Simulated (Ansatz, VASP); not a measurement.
Two plane-wave programs on Al3Au

```
Au Al
1.0
    -2.06506    2.06506    4.13616
     2.06506   -2.06506    4.13616
     2.06506    2.06506   -4.13616
Au Al
1 3
Direct
  0.00000 0.00000 0.00000
  0.50000 0.50000 0.00000
  0.25000 0.75000 0.50000
  0.75000 0.25000 0.50000
```

Change from the starting cell: volume scaled by 1.06.

Alike in both runs: task single point; functional r2SCAN; k mesh 9 × 9 × 9; occupations fermi-dirac, width 0.05 eV; no spin polarisation.

```csv
,VASP,Ansatz
version,VASP 6.6.1,Ansatz 0.2.0
potentials or method,"VASP PAW PBE potentials, release 64 (Au, Al)",Ansatz PAW
plane-wave cutoff (eV),520,500
valence electrons in the cell,20,28
```

Ansatz gave:

| Quantity | Value |
| --- | --- |
| gap on the k mesh at the Fermi level (eV) | none |
| pressure (GPa) | -7.6 |
| largest component of the traceless stress (GPa) | 0.16 |

Q: Estimate VASP's values.

A: gap on the k mesh at the Fermi level (eV): none; pressure (GPa): -7.9; largest component of the traceless stress (GPa): 0.15.

A gap of «none» marks a metal or a gap that the smearing closes. The two sets of potentials don't hold the same shells in valence.

Caveats: the PAW data sets were made with another functional, which shifts forces and pressure a little (VASP); the PAW data sets come from PBE, with cores solved anew for the run's functional, which leaves a small shift of forces and pressure (Ansatz). Spin-orbit coupling is left out, which matters for the levels of Au.
